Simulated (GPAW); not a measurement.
BAs in GPAW: convergence with response cutoff (eV)

BAs:

```
As B
1.0
     0.00000    2.38850    2.38850
     2.38850    0.00000    2.38850
     2.38850    2.38850    0.00000
As B
1 1
Direct
  0.75000 0.75000 0.75000
  0.00000 0.00000 0.00000
```

| Item | Value |
| --- | --- |
| Program | GPAW 26.7.0 |
| Task | G0W0 quasiparticle levels |
| Functional | PBE |
| Potentials or basis | GPAW PAW data sets (gpaw-data 1.2.1) |
| Cutoff | 600 eV |
| Basis | pw |
| k mesh | 5 × 5 × 5 |
| Occupations | fermi-dirac, width 0.001 eV |
| Spin | no spin polarisation |
| Frequency | ppa |
| Extrapolate | no |
| Qp bands | 1 |
| Response ecut | 40 eV |
| Maxiter | 150 |
| Integrate gamma | WS |
| Vertex | none |
| All k | no |
| Response bands | 15 |

These are the settings of the first run; the series varies response cutoff (eV), with any setting tied to it.

Hardware: 1 thread of Arm Neoverse V2, with other jobs on the host.

```tsv
response cutoff (eV)	quasiparticle gap at the points computed (eV)	SCF cycles	CPU time (s)	peak memory (GiB)
40	1.419	11	17	0.3
60	1.534	11	21	0.31
80	1.623	11	26	0.31
100	1.679	11	33	0.31
125	1.725	11	45	0.32
150	1.752	11	64	0.32
200	1.779	11	140	0.32
250	1.791	11	270	0.33
300	1.798	11	520	0.37
```

Against the tightest run, the quasiparticle gap at the points computed stays within 0.05 eV from 150 on. The tightest run that finished is the yardstick and may itself not be fully converged.

Caveat, for the tightest run too: the k mesh is coarse (spacing up to 0.46 Å⁻¹), so the values aren't converged; the quasiparticle gap is taken among the few k points that were corrected; the long-wavelength limit can be off by a per cent or two; an odd mesh through Γ misses points on the zone boundary, where band edges often lie.
